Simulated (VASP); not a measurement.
# PtS2 (P-3m1) in VASP: notebook, part 2 of 3

VASP 6.6.1. Earlier steps stand in the parts before.

## Step 3: G0W0 quasiparticle levels, PBE

Input file POSCAR:

```
PtS2
1.0
    3.5432000000      0.0000000000      0.0000000000
   -1.7716000000      3.0685012107      0.0000000000
    0.0000000000      0.0000000000      5.0388000000
Pt S
1 2
Direct
    0.0000000000      0.0000000000      0.0000000000
    0.6666666667      0.3333333333      0.7730000000
    0.3333333333      0.6666666667      0.2270000000
```

Input file INCAR.step1:

```
PREC = Accurate
ENCUT = 450
EDIFF = 1E-8
ISMEAR = 0
SIGMA = 0.01
LREAL = F
LASPH = T
NELM = 60
ALGO = Normal
LWAVE = T
LCHARG = F
GGA = PE
```

Input file INCAR.step2:

```
PREC = Accurate
ENCUT = 450
EDIFF = 1E-8
ISMEAR = 0
SIGMA = 0.01
LREAL = F
LASPH = T
NELM = 1
ALGO = Exact
LWAVE = T
LCHARG = F
GGA = PE
NBANDS = 76
LOPTICS = T
ISTART = 1
```

Input file INCAR.step3:

```
PREC = Accurate
ENCUT = 450
EDIFF = 1E-8
ISMEAR = 0
SIGMA = 0.01
LREAL = F
LASPH = T
ALGO = EVGW0
LWAVE = F
LCHARG = F
GGA = PE
NELMGW = 1
NBANDS = 76
ENCUTGW = 150
NOMEGA = 48
PRECFOCK = Fast
ISTART = 1
NBANDSGW = 19
```

Input file KPOINTS:

```
Automatic mesh
0
Gamma
  5 5 3
```

Potentials or basis: VASP PAW PBE potentials, release 64 (Pt_GW, S_GW).

On the command line:

```bash
cat potpaw_PBE.64/Pt_GW/POTCAR potpaw_PBE.64/S_GW/POTCAR > POTCAR
cp INCAR.step1 INCAR
mpirun -np 1 vasp_std > vasp.out
cp INCAR.step2 INCAR
mpirun -np 1 vasp_std > vasp.out
cp INCAR.step3 INCAR
mpirun -np 1 vasp_std > vasp.out
```

OUTCAR:

```text
PREC = Accurate
   ENCUT = 450
   EDIFF = 1E-8
   ISMEAR = 0
   LREAL = F
   LASPH = T
   GGA = PE
   NELMGW = 1
   ENCUTGW = 150
   PRECFOCK = Fast
   ISTART = 1

 Found     12 irreducible k-points:

 Following reciprocal coordinates:
            Coordinates               Weight
  0.000000  0.000000  0.000000      1.000000
  0.200000  0.000000  0.000000      6.000000
  0.400000  0.000000  0.000000      6.000000
  0.200000  0.200000  0.000000      6.000000
  0.400000  0.200000  0.000000      6.000000
  0.000000  0.000000  0.333333      2.000000
   k-points           NKPTS =     12   k-points in BZ     NKDIM =     75   number of bands    NBANDS=     76
   number of dos      NEDOS =    301   number of ions     NIONS =      3
   total plane-waves  NPLWV =  28224
   dimension x,y,z NGX =    28 NGY =   28 NGZ =   36
   dimension x,y,z NGXF=    56 NGYF=   56 NGZF=   72
   ions per type =               1   2
   NGX,Y,Z   is equivalent  to a cutoff of  13.14, 13.14, 11.88 a.u.
   NGXF,Y,Z  is equivalent  to a cutoff of  26.28, 26.28, 23.76 a.u.
 SYSTEM =  unknown system
   PREC   = accura    normal or accurate (medium, high low for compatibility)
   ISTART =      1    job   : 0-new  1-cont  2-samecut
   ICHARG =      0    charge: 1-file 2-atom 10-const
   ISPIN  =      1    spin polarized calculation?
   LNONCOLLINEAR =      F non collinear calculations
   LSORBIT =      F    spin-orbit coupling
   LASPH  =      T    aspherical Exc in radial PAW
   ENCUT  =  450.0 eV  33.07 Ry    5.75 a.u.   6.13  6.13  8.72*2*pi/ulx,y,z
   NELM   =     60;   NELMIN=  2; NELMDL=  0     # of ELM steps
   EDIFF  = 0.1E-07   stopping-criterion for ELM
   LREAL  =      F    real-space projection
   EDIFFG = 0.1E-06   stopping-criterion for IOM
   NSW    =      0    number of steps for IOM
   IBRION =     -1    ionic relax: 0-MD 1-quasi-New 2-CG
   NFREE  =      0    steps in history (QN), initial steepest desc. (CG)
   ISIF   =      0    stress and relaxation
   ISYM   =      3    0-nonsym 1-usesym 2-fastsym
   POTIM  = 0.5000    time-step for ionic-motion
   TEBEG  =    0.0;   TEEND  =   0.0 temperature during run
   PSTRESS=    0.0 pullay stress
   NELECT =      22.0000    total number of electrons
   NUPDOWN=      -1.0000    fix difference up-down
   EMIN   =  10.00;   EMAX   =-10.00  energy-range for DOS
   EFERMI =   0.00;   METHOD = LEGACY
   ISMEAR =     0;   SIGMA  =   0.01  broadening in eV -4-tet -1-fermi 0-gaus
   EFERMI_NEDOS =   21; number of points for ismear=-14 and -15
   IALGO  =     38    algorithm
   IMIX   =      4    mixing-type and parameters
     AMIX     =   0.40;   BMIX     =  1.00
     AMIX_MAG =   1.60;   BMIX_MAG =  1.00
  volume/ion in A,a.u.               =      18.26       123.23
  Fermi-wavevector in a.u.,A,eV,Ry     =   1.207812  2.282434 19.848315  1.458810
  Thomas-Fermi vector in A             =   2.343439
   LORBIT       =      0    0 simple, 1 ext, 2 COOP (PROOUT), +10 PAW based schemes
   GGA     = PE    functional components
   LHFCALC =     T    Hartree Fock is set to
   PRECFOCK=fast      Normal, Fast or Accurate (Low or Medium for compatibility)
   ENCUT4O =  -1.0   cutoff for four orbital integrals eV
   NKREDX  =     1    reduce k-point grid by
   NKREDY  =     1    reduce k-point grid by
   NKREDZ  =     1    reduce k-point grid by
   AEXX    =    1.0000 exact exchange contribution
   HFSCREEN=    0.0000 screening length (either q_TF or 0.3 A-1)
   HFSCREENC=   0.0000 screening length for correlation (either q_TF or 0.3 A-1)
   ENCUTFOCK=  -1.0 apply spherical cutoff to Coloumb kernel
   IVDW    =     0    specifies the selected vdW correction
   LEPSILON=     F    determine dielectric tensor
   LRPA    =     F    only Hartree local field effects (RPA)
   LRPAFORCE           =     F    calculate RPA forces
   ENCUTGW             = 150.0    cutoff for response function in eV
   ENCUTGWSOFT         = 120.0    soft cutoff for Coulomb kernel in GW response function in eV
   ENCUTLF             =  -1.0    cutoff for local field effects
   NELMGW              =     1    number of iterations in solving QP/BSE equation
   NELMHF              =     1    number of iterations in the inner HF iteration
   NKREDLFX            =     1    NKREDLFY  =   1   NKREDLFZ  =   1
 non-spin polarized calculation
 Gauss-broadening in eV      SIGMA  =   0.01
  energy-cutoff  :      450.00
  volume of cell :       54.78
 maximum number of plane-waves:      1199
 NGX is ok and might be reduce to    28
  NGX = 14; NGY = 14; NGZ = 20
   NGX = 13   NGY = 13   NGZ = 17
 maximum number of plane-waves:       239

 QP shifts <psi_nk| G(iteration)W_0 |psi_nk>: iteration 1
 for sc-GW calculations column KS-energies equals QP-energies in previous step
 and V_xc(KS)=  KS-energies - (<T + V_ion + V_H > + <T+V_H+V_ion>^1  + <V_x>^1)

 k-point   1 :       0.0000    0.0000    0.0000
  band No.  KS-energies  QP-energies   sigma(KS)   V_xc(KS)     V^pw_x(r,r')   Z            occupation Imag(sigma)

      1      -8.8583      -8.7979     -13.0721     -13.1648     -21.4975       0.6509       2.0000       1.5689
      2      -5.6102      -5.7324     -14.1984     -14.0168     -21.2126       0.6734       2.0000       1.0092
      3      -0.3312      -0.5150     -13.4038     -13.1459     -18.0060       0.7127       2.0000       0.5273
      4      -0.3312      -0.5150     -13.4038     -13.1459     -18.0060       0.7127       2.0000       0.5273
      5      -0.1917      -0.5193     -12.4560     -11.9970     -17.6992       0.7137       2.0000       0.7601
      6       2.7313       2.4744     -13.2866     -12.9271     -18.0260       0.7146       2.0000       0.2991
[... 11 lines left out ...]
     18      18.6518      19.3911     -10.7508     -11.7038      -5.1727       0.7757       0.0000      -0.5260
     19      19.2656      20.0363     -11.3567     -12.3691      -5.7983       0.7612       0.0000      -0.5308

 k-point   2 :       0.2000    0.0000    0.0000
  band No.  KS-energies  QP-energies   sigma(KS)   V_xc(KS)     V^pw_x(r,r')   Z            occupation Imag(sigma)

      1      -8.3417      -8.3327     -13.2462     -13.2600     -21.4108       0.6460       2.0000       1.4307
      2      -5.9163      -6.0164     -14.1717     -14.0209     -21.3335       0.6635       2.0000       1.0248
      3       0.0053      -0.1745     -13.4452     -13.1948     -17.8737       0.7181       2.0000       0.4962
      4       0.0330      -0.2184     -13.1001     -12.7518     -17.7691       0.7219       2.0000       0.5598
      5       0.3591       0.0472     -12.6921     -12.2611     -17.6047       0.7237       2.0000       0.6425
      6       1.9192       1.6980     -13.2116     -12.9052     -17.4308       0.7221       2.0000       0.3504
[... 11 lines left out ...]
     18      16.3587      16.7269      -9.4445      -9.9225      -4.3669       0.7701       0.0000      -0.3091
     19      17.3470      17.9448     -10.3438     -11.1191      -5.1889       0.7712       0.0000      -0.3835

 k-point   3 :       0.4000    0.0000    0.0000
  band No.  KS-energies  QP-energies   sigma(KS)   V_xc(KS)     V^pw_x(r,r')   Z            occupation Imag(sigma)

      1      -7.1942      -7.2538     -13.6970     -13.6047     -21.3594       0.6459       2.0000       1.1845
      2      -6.4139      -6.4948     -14.0475     -13.9236     -21.4180       0.6530       2.0000       1.0624
      3      -0.5019      -0.7650     -12.8287     -12.4639     -17.6809       0.7212       2.0000       0.6187
      4       0.4823       0.3144     -13.4664     -13.2334     -17.7381       0.7207       2.0000       0.4565
      5       1.3032       1.0350     -12.8968     -12.5289     -17.2646       0.7291       2.0000       0.4766
      6       1.8377       1.5507     -12.9600     -12.5690     -17.0308       0.7339       2.0000       0.4154
[... 11 lines left out ...]
     18      16.9889      17.6510     -10.8550     -11.7187      -5.3914       0.7666       0.0000      -0.4270
     19      18.2477      18.8320     -10.5674     -11.3251      -4.9180       0.7713       0.0000      -0.5061

 k-point   4 :       0.2000    0.2000    0.0000
  band No.  KS-energies  QP-energies   sigma(KS)   V_xc(KS)     V^pw_x(r,r')   Z            occupation Imag(sigma)

      1      -7.4880      -7.5431     -13.5611     -13.4760     -21.3298       0.6475       2.0000       1.2474
      2      -6.2801      -6.3572     -14.1165     -13.9988     -21.4484       0.6546       2.0000       1.0441
      3       0.2136       0.0222     -13.3076     -13.0421     -17.6876       0.7210       2.0000       0.4988
      4       0.4747       0.1740     -12.8414     -12.4241     -17.5110       0.7207       2.0000       0.4832
      5       0.7914       0.5704     -13.2275     -12.9269     -17.6977       0.7350       2.0000       0.5564
      6       1.4730       1.1396     -12.6300     -12.1715     -16.9749       0.7271       2.0000       0.4371
[... 11 lines left out ...]
     18      16.2690      16.9202     -11.0576     -11.9131      -5.6877       0.7612       0.0000      -0.4053
     19      16.8538      17.5230     -10.7329     -11.6058      -5.4910       0.7666       0.0000      -0.4157

 k-point   5 :       0.4000    0.2000    0.0000
  band No.  KS-energies  QP-energies   sigma(KS)   V_xc(KS)     V^pw_x(r,r')   Z            occupation Imag(sigma)

      1      -6.6718      -6.7318     -13.9834     -13.8904     -21.4758       0.6455       2.0000       1.0783
      2      -6.5988      -6.6891     -13.9530     -13.8147     -21.3702       0.6532       2.0000       1.0925
      3      -0.4887      -0.7517     -12.7927     -12.4304     -17.4706       0.7259       2.0000       0.6139
      4       0.3942       0.1630     -13.1314     -12.8109     -17.4968       0.7214       2.0000       0.4758
      5       1.0864       0.7980     -12.8230     -12.4272     -17.0861       0.7288       2.0000       0.4283
      6       2.0645       1.8636     -13.2380     -12.9623     -17.3787       0.7288       2.0000       0.4305
[... 11 lines left out ...]
     18      16.8558      17.5514     -10.8948     -11.8081      -5.5342       0.7616       0.0000      -0.4143
     19      17.4396      18.0909     -10.6310     -11.4729      -5.1200       0.7737       0.0000      -0.4680

 k-point   6 :       0.0000    0.0000    0.3333
  band No.  KS-energies  QP-energies   sigma(KS)   V_xc(KS)     V^pw_x(r,r')   Z            occupation Imag(sigma)

      1      -8.6601      -8.6095     -13.2029     -13.2811     -21.4980       0.6471       2.0000       1.4651
      2      -6.1268      -6.2705     -13.7967     -13.5804     -21.0701       0.6642       2.0000       1.1557
      3      -0.3162      -0.4995     -13.4089     -13.1523     -18.0040       0.7143       2.0000       0.5247
      4      -0.3162      -0.4995     -13.4089     -13.1523     -18.0040       0.7143       2.0000       0.5247
      5       0.7132       0.4392     -12.9715     -12.5884     -18.0638       0.7154       2.0000       0.5939
      6       2.7141       2.4540     -13.2742     -12.9097     -18.0215       0.7138       2.0000       0.3008
[... 11 lines left out ...]
     18      16.8496      17.1385      -9.3339      -9.7046      -4.1838       0.7792       0.0000      -0.3352
     19      18.0871      18.6241     -10.4382     -11.1472      -5.1577       0.7576       0.0000      -0.3881

 [... further k-points ...]
```

Wall time 7.3 min (1 thread of Intel Xeon Platinum 8488C (Sapphire Rapids), shared host); peak memory 0.53 GiB.

The run converged, but some of its settings lie outside the range that counts as converged, so its numbers aren't taken as properties of the crystal.

Results:

```
Band gap on the k mesh, mean-field level : 1.31 eV, indirect (least direct gap 1.41 eV)
Quasiparticle gap                        : 1.81 eV
Least direct quasiparticle gap           : 1.95 eV
```

Caveat: bands, screening cutoff and mesh are small and nothing is extrapolated, so the quasiparticle values aren't converged; spin-orbit coupling is left out, which moves the levels of the heavy elements; an odd mesh through Γ misses points on the zone boundary, where band edges often lie.

## Step 4: Band structure, HSE03

POSCAR is that of step 3.

Input file INCAR.step1:

```
SYSTEM = PtS2
ALGO = Normal
EDIFF = 1E-5
ENCUT = 520
GGA = PE
ISIF = 2
ISMEAR = -1
LASPH = .TRUE.
LCHARG = .FALSE.
LMAXMIX = 4
LREAL = .FALSE.
LWAVE = .TRUE.
NBANDS = 18
NELM = 60
PREC = Accurate
SIGMA = 0.05
```

Input file INCAR.step2:

```
SYSTEM = PtS2
ALGO = Normal
EDIFF = 1E-6
ENCUT = 520
GGA = PE
HFSCREEN = 0.3
ISIF = 2
ISMEAR = -1
ISTART = 1
LASPH = .TRUE.
LCHARG = .FALSE.
LHFCALC = .TRUE.
LMAXMIX = 4
LREAL = .FALSE.
LWAVE = .FALSE.
NBANDS = 18
NELM = 60
PREC = Accurate
PRECFOCK = Fast
SIGMA = 0.05
```

Input file KPOINTS:

```
k-points
0
G
  5 5 3
  0 0 0
```

Input file KPOINTS_OPT:

```
path GMKGALHA,LM,KH
8
line-mode
reciprocal
 0.0000000000  0.0000000000  0.0000000000  G
 0.5000000000  0.0000000000  0.0000000000  M

 0.5000000000  0.0000000000  0.0000000000  M
 0.3333333333  0.3333333333  0.0000000000  K

 0.3333333333  0.3333333333  0.0000000000  K
 0.0000000000  0.0000000000  0.0000000000  G

 0.0000000000  0.0000000000  0.0000000000  G
 0.0000000000  0.0000000000  0.5000000000  A

 0.0000000000  0.0000000000  0.5000000000  A
 0.5000000000  0.0000000000  0.5000000000  L

 0.5000000000  0.0000000000  0.5000000000  L
 0.3333333333  0.3333333333  0.5000000000  H

 0.3333333333  0.3333333333  0.5000000000  H
 0.0000000000  0.0000000000  0.5000000000  A

 0.5000000000  0.0000000000  0.5000000000  L
 0.5000000000  0.0000000000  0.0000000000  M

 0.3333333333  0.3333333333  0.0000000000  K
 0.3333333333  0.3333333333  0.5000000000  H
```

Potentials or basis: VASP PAW PBE potentials, release 64 (Pt, S).

On the command line:

```bash
cat potpaw_PBE.64/Pt/POTCAR potpaw_PBE.64/S/POTCAR > POTCAR
cp INCAR.step1 INCAR
mpirun -np 1 vasp_std > vasp.out
cp INCAR.step2 INCAR
mpirun -np 1 vasp_std > vasp.out
```

Run time: 19 min. Hardware: 1 thread of Intel Xeon 6975P-C (Granite Rapids), shared host; peak memory 0.3 GiB.

It converged, with:

```yaml
Free_energy: -17.9983 eV
Pressure: 6.9 GPa
Largest_force: 0.899 eV/Å
Band_gap_on_the_k_mesh: 1.74 eV, indirect (least direct gap 2.02 eV)
Band_gap_along_the_path: 1.49 eV, indirect (least direct gap 2.18 eV)
```

Forces in eV/Å, atoms in the order of the input:
```
Pt   0.000  0.000  0.000
S    0.000  0.000 -0.899
S    0.000  0.000  0.899
```

Stress tensor (GPa, compression positive):
```
6.46 0.00 0.00
0.00 6.46 0.00
0.00 0.00 7.68
```

Levels at the corners of the path, in eV from the valence-band top:
```csv
point,band 9,band 10,band 11,band 12,band 13,band 14
Γ,-1.19,-1.19,-0.04,3.01,3.01,5.39
M,-3.69,-3.25,-2.69,2.33,3.48,6.29
M,-3.69,-3.25,-2.69,2.33,3.48,6.29
K,-2.89,-1.91,-1.91,1.56,1.56,6.52
K,-2.89,-1.91,-1.91,1.56,1.56,6.52
Γ,-1.19,-1.19,-0.04,3.01,3.01,5.39
Γ,-1.19,-1.19,-0.04,3.01,3.01,5.39
A,-1.39,-1.39,-1.22,3.54,3.54,6.15
A,-1.39,-1.39,-1.22,3.54,3.54,6.15
L,-3.36,-3.20,-1.51,2.64,2.99,6.21
L,-3.36,-3.20,-1.51,2.64,2.99,6.21
H,-3.82,-2.39,-2.39,2.84,2.84,8.36
H,-3.82,-2.39,-2.39,2.84,2.84,8.36
A,-1.39,-1.39,-1.22,3.54,3.54,6.15
L,-3.36,-3.20,-1.51,2.64,2.99,6.21
M,-3.69,-3.25,-2.69,2.33,3.48,6.29
K,-2.89,-1.91,-1.91,1.56,1.56,6.52
H,-3.82,-2.39,-2.39,2.84,2.84,8.36
```

Caveat: the PAW data sets were made with another functional, which shifts forces and pressure a little; spin-orbit coupling is left out, which moves the levels of the heavy elements; the mesh misses the band edges, which the band path finds closer together.

## Step 5: Band structure, TPSSh

POSCAR is that of step 4.

Input file INCAR.step1:

```
  PREC = Accurate
  ENCUT = 520
  EDIFF = 1E-5
  ISMEAR = -1
  SIGMA = 0.05
  LREAL = False
  LASPH = True
  NELM = 80
  ALGO = Normal
  ISIF = 2
  LWAVE = True
  LCHARG = False
  LMAXMIX = 4
  NBANDS = 18
  GGA = PE
```

Input file INCAR.step2:

```
  PREC = Accurate
  ENCUT = 520
  EDIFF = 1E-6
  ISMEAR = -1
  SIGMA = 0.05
  LREAL = False
  LASPH = True
  NELM = 80
  ALGO = Normal
  ISIF = 2
  LWAVE = False
  LCHARG = False
  LMAXMIX = 4
  METAGGA = TPSS
  LHFCALC = True
  AEXX = 0.1
  LMIXTAU = True
  PRECFOCK = Fast
  HFRCUT = -1
  NBANDS = 18
  ISTART = 1
```

Input file KPOINTS:

```
regular mesh
0
Gamma
  5 5 3
```

Changes to KPOINTS_OPT since step 4:

```diff
@@ -1,3 +1,3 @@
 path GMKGALHA,LM,KH
-8
+12
 line-mode
```

On the command line:

```bash
cat potpaw_PBE.64/Pt/POTCAR potpaw_PBE.64/S/POTCAR > POTCAR
cp INCAR.step1 INCAR
mpirun -np 1 vasp_std > vasp.out
cp INCAR.step2 INCAR
mpirun -np 1 vasp_std > vasp.out
```

Wall time 27 min (1 thread of Intel Xeon 6975P-C (Granite Rapids), shared host); peak memory 0.21 GiB.

Results (log left out):

| Quantity | Value |
| --- | --- |
| Free energy | -26.7382 eV |
| Pressure | 8.9 GPa |
| Largest force | 1.168 eV/Å |
| Band gap on the k mesh | 1.84 eV, indirect (least direct gap 2.03 eV) |
| Band gap along the path | 1.55 eV, indirect (least direct gap 2.21 eV) |

Forces on the atoms (eV/Å):
```
Pt   0.000  0.000  0.000
S    0.000  0.000 -1.168
S    0.000  0.000  1.168
```

Levels at the corners of the path, in eV from the valence-band top:
| point | band 7 | band 8 | band 9 | band 10 | band 11 | band 12 | band 13 | band 14 | band 15 | band 16 |
| --- | --- | --- | --- | --- | --- | --- | --- | --- | --- | --- |
| Γ | -4.39 | -2.08 | -1.15 | -1.15 | -0.07 | 3.07 | 3.07 | 5.40 | 6.64 | 8.78 |
| M | -3.76 | -3.62 | -3.57 | -3.17 | -2.54 | 2.41 | 3.52 | 6.29 | 7.30 | 9.14 |
| M | -3.76 | -3.62 | -3.57 | -3.17 | -2.54 | 2.41 | 3.52 | 6.29 | 7.30 | 9.14 |
| K | -4.90 | -4.11 | -2.79 | -1.73 | -1.73 | 1.63 | 1.63 | 6.56 | 8.92 | 10.13 |
| K | -4.90 | -4.11 | -2.79 | -1.73 | -1.73 | 1.63 | 1.63 | 6.56 | 8.92 | 10.13 |
| Γ | -4.39 | -2.08 | -1.15 | -1.15 | -0.07 | 3.07 | 3.07 | 5.40 | 6.64 | 8.78 |
| Γ | -4.39 | -2.08 | -1.15 | -1.15 | -0.07 | 3.07 | 3.07 | 5.40 | 6.64 | 8.78 |
| A | -4.41 | -2.59 | -1.35 | -1.35 | -1.09 | 3.58 | 3.58 | 6.14 | 8.26 | 8.45 |
| A | -4.41 | -2.59 | -1.35 | -1.35 | -1.09 | 3.58 | 3.58 | 6.14 | 8.26 | 8.45 |
| L | -3.77 | -3.65 | -3.24 | -3.00 | -1.45 | 2.71 | 3.03 | 6.23 | 6.31 | 8.68 |
| L | -3.77 | -3.65 | -3.24 | -3.00 | -1.45 | 2.71 | 3.03 | 6.23 | 6.31 | 8.68 |
| H | -4.63 | -4.00 | -3.72 | -2.18 | -2.18 | 2.89 | 2.89 | 8.29 | 8.78 | 9.01 |
| H | -4.63 | -4.00 | -3.72 | -2.18 | -2.18 | 2.89 | 2.89 | 8.29 | 8.78 | 9.01 |
| A | -4.41 | -2.59 | -1.35 | -1.35 | -1.09 | 3.58 | 3.58 | 6.14 | 8.26 | 8.45 |
| L | -3.77 | -3.65 | -3.24 | -3.00 | -1.45 | 2.71 | 3.03 | 6.23 | 6.31 | 8.68 |
| M | -3.76 | -3.62 | -3.57 | -3.17 | -2.54 | 2.41 | 3.52 | 6.29 | 7.30 | 9.14 |
| K | -4.90 | -4.11 | -2.79 | -1.73 | -1.73 | 1.63 | 1.63 | 6.56 | 8.92 | 10.13 |
| H | -4.63 | -4.00 | -3.72 | -2.18 | -2.18 | 2.89 | 2.89 | 8.29 | 8.78 | 9.01 |

Caveat: the PAW data sets were made with another functional, which shifts forces and pressure a little; spin-orbit coupling is left out, which moves the levels of the heavy elements; the mesh misses the band edges, which the band path finds closer together.

[end of part 2 of 3]
